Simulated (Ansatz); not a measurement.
The system is MgI2.

```
CELL_PARAMETERS angstrom
4.14000 0.00000 0.00000
-2.07000 3.58535 0.00000
0.00000 0.00000 6.88000
ATOMIC_POSITIONS crystal
I 0.66667 0.33333 0.75000
I 0.33333 0.66667 0.25000
Mg 0.00000 0.00000 0.00000
```

Base run:

* Program: Ansatz 0.2.0
* Functional: PBEsol
* Potentials or basis: all-electron LAPW, scalar-relativistic
* Cutoff: 169 eV
* Density cutoff: 676 eV
* Basis error allowed: 0.001 eV/atom
* k mesh: 8 × 8 × 4
* Occupations: fermi-dirac, width 0.05 eV
* Spin: no spin polarisation

Its results: band gap on the k mesh 3.44 eV, indirect (least direct gap 3.52 eV); pressure -0.8 GPa; largest force 0.296 eV/Å.

Task: The run is repeated on the same cell with these changes: functional from PBEsol to PBE. What comes out?

Result: Band gap on the k mesh 3.49 eV, indirect (least direct gap 3.64 eV); pressure 0.6 GPa; largest force 0.246 eV/Å.

PBE binds less tightly than PBEsol, so the same cell stands under more pressure.

Caveats: spin-orbit coupling is left out, which moves the levels of the heavy elements; the cell's inner coordinates are idealised or old, which leaves forces on the atoms; this functional lacks dispersion, which binds the layers, so the pressure and a relaxed spacing across them are unreliable.

A k mesh can miss the band edges.

Not every run made on this cell is shown here.
